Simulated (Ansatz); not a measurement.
Crystal: C.

```xyz
2
Lattice="0.0000 1.7834 1.7834 1.7834 0.0000 1.7834 1.7834 1.7834 0.0000" Properties=species:S:1:pos:R:3 pbc="T T T"
C     2.6751    2.6751    2.6751
C     1.7834    1.7834    1.7834
```

This isn't the form of C at room conditions, which is graphite.

Program: Ansatz 0.2.0. Alike in all runs: cell as given. Hardware: 1 thread of Arm Neoverse V2, with other jobs on the host.

Question: Order these runs on this cell by their wall time, lowest first.
A. task atomic charges; level HSE03; potentials or basis SSSP precision PAW; spin off; k mesh 10 × 10 × 10; cutoff (eV) 612; smearing gaussian 0.15 eV; other keys kpoints.mp_grid.grid = 10 × 10 × 10
B. task projected density of states; level SVWN5+D3(BJ); potentials or basis Ansatz PAW; spin SOC, no magnetisation; k mesh 13 × 13 × 13; cutoff (eV) 420; smearing cold 0.15 eV; other keys hamiltonian.pseudopotentials = kind paw_fr; …
C. task single point; level LC-wPBE; potentials or basis SSSP precision PAW; spin off; k mesh 8 × 8 × 8; cutoff (eV) 612; smearing fermi-dirac 0.025 eV; other keys scf.n_extra_bands = 16

Answer: B (7.2 s), C (16 s), A (38 s).

Caveats: odd divisions of the mesh miss points on the zone boundary, where band edges often lie, so the gap on the mesh can be too wide (some runs); the dispersion damping was fitted for another functional or another form of the correction (some runs).

Runs at the PBE level aren't shown here.
